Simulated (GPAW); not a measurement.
# Pd (Im-3m) in GPAW: relaxation of cell and atoms with PBEsol+D4

Aim: the relaxation of cell and atoms of Pd with PBEsol+D4.

All numbers are computed with GPAW 26.7.0; they aren't measurements. Logs are shortened: lines on timing, memory, paths and dates and some standing lists are left out, and cuts for length are marked. The log counts tension as positive stress, the text compression.

## (1) The structure

It takes space group Im-3m (No. 229, cubic). Conventional cell: a = 3.145 Å, b = 3.145 Å, c = 3.145 Å, α = 90.00°, β = 90.00°, γ = 90.00°. Pd (site symmetry m-3m) has 8 Pd at 2.72 Å as nearest neighbours.

This isn't the form of Pd at room conditions, which is fcc.

## (2) Relaxation of cell and atoms, PBEsol+D4

run.py

```python
from ase import Atoms
from ase.calculators.mixing import SumCalculator
from ase.filters import FrechetCellFilter
from ase.io import write
from ase.optimize import BFGS
from dftd4.ase import DFTD4
from gpaw import GPAW, PW, setup_paths

setup_paths.insert(0, '.')

atoms = Atoms(['Pd'],
              cell=[[-1.572281, 1.572281, 1.572281],
                    [1.572281, -1.572281, 1.572281],
                    [1.572281, 1.572281, -1.572281]],
              scaled_positions=[[0.0, 0.0, 0.0]],
              pbc=True)

calc = GPAW(mode=PW(600),
            xc='PBEsol',
            kpts={'size': (12, 12, 12), 'gamma': True},
            occupations={'name': 'fermi-dirac', 'width': 0.05},
            nbands=17,
            convergence={'density': 1e-05, 'forces': 0.0001},
            maxiter=150,
            txt='gpaw.txt')
atoms.calc = SumCalculator([calc, DFTD4(method='pbesol')])
opt = BFGS(FrechetCellFilter(atoms), trajectory='relax.traj', logfile='-')
done = opt.run(fmax=0.02, steps=60)
calc.write('gs.gpw')
write('result.traj', atoms)
print('Converged:', done)
print('Cell:', atoms.cell.cellpar().round(4))
print('Volume:', round(atoms.get_volume(), 4))
print(atoms.get_scaled_positions().round(5))
```

Potentials or basis: PAW data sets generated in the run's folder for this functional, pw.

Launch:

```sh
> gpaw-setup -f PBEsol Pd
> OMP_NUM_THREADS=1 python run.py
```

gpaw.txt:

```text
__  _  _
 | _ |_)|_||  |
 |__||  | ||/\| - 26.7.0

Input parameters:
  mode=PW(ecut=600.0),
  convergence={'density': 1e-05, 'forces': 0.0001},
  kpts=MonkhorstPack(size=(12, 12, 12), gamma=True),
  maxiter=150,
  nbands=17,
  occupations=Occupations(name='fermi-dirac', width=0.05),
  xc=XC(name='PBEsol')

Diagonalizing LCAO Hamiltonian
Converting LCAO to pw mode

       Pd

Atoms  # Å, Bohr magnetons
|   | symbol |        x |        y |        z |    initial magnetic moments |
|---|--------|----------|----------|----------|-----------------------------|
| 0 |     Pd | 0.000000 | 0.000000 | 0.000000 | ( 0.0000,  0.0000,  0.0000) |

Unit cell  # Å
| periodic |         x |         y |         z |  lengths |     angles |
|----------|-----------|-----------|-----------|----------|------------|
|      yes | -1.572281 |  1.572281 |  1.572281 | 2.723271 | 109.471221 |
|      yes |  1.572281 | -1.572281 |  1.572281 | 2.723271 | 109.471221 |
|      yes |  1.572281 |  1.572281 | -1.572281 | 2.723271 | 109.471221 |

Number of symmetries: 48
Symmetry operations  # r_c * U_cc + t_c -> r_c
|    | kind |            matrix            |
|----|------|------------------------------|
|  0 |  σ   |  1, 1, 1,  0, 0,-1,  0,-1, 0 |
|  1 |  C4  |  1, 1, 1,  0, 0,-1, -1, 0, 0 |
|  2 |  C2  |  1, 1, 1,  0,-1, 0,  0, 0,-1 |
|  3 |  S6  |  1, 1, 1,  0,-1, 0, -1, 0, 0 |
|  4 |  S6  |  1, 1, 1, -1, 0, 0,  0, 0,-1 |
|  5 |  C4  |  1, 1, 1, -1, 0, 0,  0,-1, 0 |
|  6 |  E   |  1, 0, 0,  0, 1, 0,  0, 0, 1 |
|  7 |  σ   |  1, 0, 0,  0, 1, 0, -1,-1,-1 |
|  8 |  σ   |  1, 0, 0,  0, 0, 1,  0, 1, 0 |
[... 204 lines left out ...]
Stress tensor  # eV/Ang^3
|         x |         y |         z |
|-----------|-----------|-----------|
|  0.060016 |  0.000000 | -0.000000 |
|  0.000000 |  0.060016 | -0.000000 |
| -0.000000 | -0.000000 |  0.060016 |

Forces  # eV/Ang
|       x |       y |       z |
|---------|---------|---------|
| 0.00000 | 0.00000 | 0.00000 |  # Pd   0

Interpolating wave functions to new cell

       Pd

Atoms  # Å, Bohr magnetons
|   | symbol |        x |         y |         z |    initial magnetic moments |
|---|--------|----------|-----------|-----------|-----------------------------|
| 0 |     Pd | 0.000000 | -0.000000 | -0.000000 | ( 0.0000,  0.0000,  0.0000) |

Unit cell  # Å
| periodic |         x |         y |         z |  lengths |     angles |
|----------|-----------|-----------|-----------|----------|------------|
|      yes | -1.545834 |  1.545834 |  1.545834 | 2.677462 | 109.471221 |
|      yes |  1.545834 | -1.545834 |  1.545834 | 2.677462 | 109.471221 |
|      yes |  1.545834 |  1.545834 | -1.545834 | 2.677462 | 109.471221 |

Number of symmetries: 48
Symmetry operations  # r_c * U_cc + t_c -> r_c
|    | kind |            matrix            |
|----|------|------------------------------|
|  0 |  σ   |  1, 1, 1,  0, 0,-1,  0,-1, 0 |
|  1 |  C4  |  1, 1, 1,  0, 0,-1, -1, 0, 0 |
|  2 |  C2  |  1, 1, 1,  0,-1, 0,  0, 0,-1 |
|  3 |  S6  |  1, 1, 1,  0,-1, 0, -1, 0, 0 |
|  4 |  S6  |  1, 1, 1, -1, 0, 0,  0, 0,-1 |
|  5 |  C4  |  1, 1, 1, -1, 0, 0,  0,-1, 0 |
|  6 |  E   |  1, 0, 0,  0, 1, 0,  0, 0, 1 |
|  7 |  σ   |  1, 0, 0,  0, 1, 0, -1,-1,-1 |
|  8 |  σ   |  1, 0, 0,  0, 0, 1,  0, 1, 0 |
[... 204 lines left out ...]
Stress tensor  # eV/Ang^3
|         x |         y |         z |
|-----------|-----------|-----------|
|  0.006566 | -0.000000 | -0.000000 |
| -0.000000 |  0.006566 | -0.000000 |
| -0.000000 | -0.000000 |  0.006566 |

Forces  # eV/Ang
|       x |       y |        z |
|---------|---------|----------|
| 0.00000 | 0.00000 | -0.00000 |  # Pd   0

Interpolating wave functions to new cell

       Pd

Atoms  # Å, Bohr magnetons
|   | symbol |        x |        y |        z |    initial magnetic moments |
|---|--------|----------|----------|----------|-----------------------------|
| 0 |     Pd | 0.000000 | 0.000000 | 0.000000 | ( 0.0000,  0.0000,  0.0000) |

Unit cell  # Å
| periodic |         x |         y |         z |  lengths |     angles |
|----------|-----------|-----------|-----------|----------|------------|
|      yes | -1.534405 |  1.534405 |  1.534405 | 2.657668 | 109.471221 |
|      yes |  1.534405 | -1.534405 |  1.534405 | 2.657668 | 109.471221 |
|      yes |  1.534405 |  1.534405 | -1.534405 | 2.657668 | 109.471221 |

Number of symmetries: 48
Symmetry operations  # r_c * U_cc + t_c -> r_c
|    | kind |            matrix            |
|----|------|------------------------------|
|  0 |  σ   |  1, 1, 1,  0, 0,-1,  0,-1, 0 |
|  1 |  C4  |  1, 1, 1,  0, 0,-1, -1, 0, 0 |
|  2 |  C2  |  1, 1, 1,  0,-1, 0,  0, 0,-1 |
|  3 |  S6  |  1, 1, 1,  0,-1, 0, -1, 0, 0 |
|  4 |  S6  |  1, 1, 1, -1, 0, 0,  0, 0,-1 |
|  5 |  C4  |  1, 1, 1, -1, 0, 0,  0,-1, 0 |
|  6 |  E   |  1, 0, 0,  0, 1, 0,  0, 0, 1 |
|  7 |  σ   |  1, 0, 0,  0, 1, 0, -1,-1,-1 |
|  8 |  σ   |  1, 0, 0,  0, 0, 1,  0, 1, 0 |
[... 204 lines left out ...]
Stress tensor  # eV/Ang^3
|         x |         y |         z |
|-----------|-----------|-----------|
| -0.022064 |  0.000000 |  0.000000 |
|  0.000000 | -0.022064 | -0.000000 |
|  0.000000 | -0.000000 | -0.022064 |

Forces  # eV/Ang
|        x |       y |       z |
|----------|---------|---------|
| -0.00000 | 0.00000 | 0.00000 |  # Pd   0

Interpolating wave functions to new cell

       Pd

Atoms  # Å, Bohr magnetons
|   | symbol |         x |        y |        z |    initial magnetic moments |
|---|--------|-----------|----------|----------|-----------------------------|
| 0 |     Pd | -0.000000 | 0.000000 | 0.000000 | ( 0.0000,  0.0000,  0.0000) |

Unit cell  # Å
| periodic |         x |         y |         z |  lengths |     angles |
|----------|-----------|-----------|-----------|----------|------------|
|      yes | -1.535789 |  1.535789 |  1.535789 | 2.660065 | 109.471221 |
|      yes |  1.535789 | -1.535789 |  1.535789 | 2.660065 | 109.471221 |
|      yes |  1.535789 |  1.535789 | -1.535789 | 2.660065 | 109.471221 |

Number of symmetries: 48
Symmetry operations  # r_c * U_cc + t_c -> r_c
|    | kind |            matrix            |
|----|------|------------------------------|
|  0 |  σ   |  1, 1, 1,  0, 0,-1,  0,-1, 0 |
|  1 |  C4  |  1, 1, 1,  0, 0,-1, -1, 0, 0 |
|  2 |  C2  |  1, 1, 1,  0,-1, 0,  0, 0,-1 |
|  3 |  S6  |  1, 1, 1,  0,-1, 0, -1, 0, 0 |
|  4 |  S6  |  1, 1, 1, -1, 0, 0,  0, 0,-1 |
|  5 |  C4  |  1, 1, 1, -1, 0, 0,  0,-1, 0 |
|  6 |  E   |  1, 0, 0,  0, 1, 0,  0, 0, 1 |
|  7 |  σ   |  1, 0, 0,  0, 1, 0, -1,-1,-1 |
|  8 |  σ   |  1, 0, 0,  0, 0, 1,  0, 1, 0 |
[... 203 lines left out ...]
Stress tensor  # eV/Ang^3
|         x |         y |         z |
|-----------|-----------|-----------|
| -0.018403 |  0.000000 | -0.000000 |
|  0.000000 | -0.018403 |  0.000000 |
| -0.000000 |  0.000000 | -0.018403 |

Forces  # eV/Ang
|       x |        y |        z |
|---------|----------|----------|
| 0.00000 | -0.00000 | -0.00000 |  # Pd   0

# Writing to gs.gpw (mode='')
```

stdout:

```text
Step          Energy          fmax
BFGS:    0       -4.790022        1.187486
BFGS:    1       -4.830531        0.361364
BFGS:    2       -4.834236        0.049975
BFGS:    3       -4.834278        0.001654
Converged: True
Cell: [  2.6601   2.6601   2.6601 109.4712 109.4712 109.4712]
Volume: 14.4895
[[0. 0. 0.]]
```

Run time: 27 s. Hardware: 1 thread of Intel Xeon 6975P-C (Granite Rapids), shared host; peak memory 0.19 GiB.

What came out:

- Free energy: -4.8388 eV
- Relaxed volume: 14.49 Å³/atom
- Relaxed cell: a = 2.660 Å, b = 2.660 Å, c = 2.660 Å, α = 109.47°, β = 109.47°, γ = 109.47°
- Space group after relaxing (to 0.05 Å): Im-3m (No. 229)
- Energy gained by relaxing: 44.3 meV/atom
- Ionic steps: 4
- Pressure after relaxing: 0.0 GPa
- Band gap on the k mesh: none (metal or under the smearing width)
- Dispersion energy per atom: -0.291 eV

The path:
| step | energy change (eV) | largest force (eV/Å) | pressure (GPa) | volume (Å³) |
| --- | --- | --- | --- | --- |
| 1 | 0.0000 | 0.0000 | -12.24 | 15.55 |
| 2 | -0.0405 | 0.0000 | -3.92 | 14.78 |
| 3 | -0.0442 | 0.0000 | 0.55 | 14.45 |
| 4 | -0.0443 | 0.0000 | -0.02 | 14.49 |

Final structure:
```
Pd
1.0
    -1.53579    1.53579    1.53579
     1.53579   -1.53579    1.53579
     1.53579    1.53579   -1.53579
Pd
1
Direct
  0.00000 0.00000 0.00000
```

Caveat: later steps reuse the first step's grids; pairwise dispersion overbinds metals, which lowers pressure and volume.
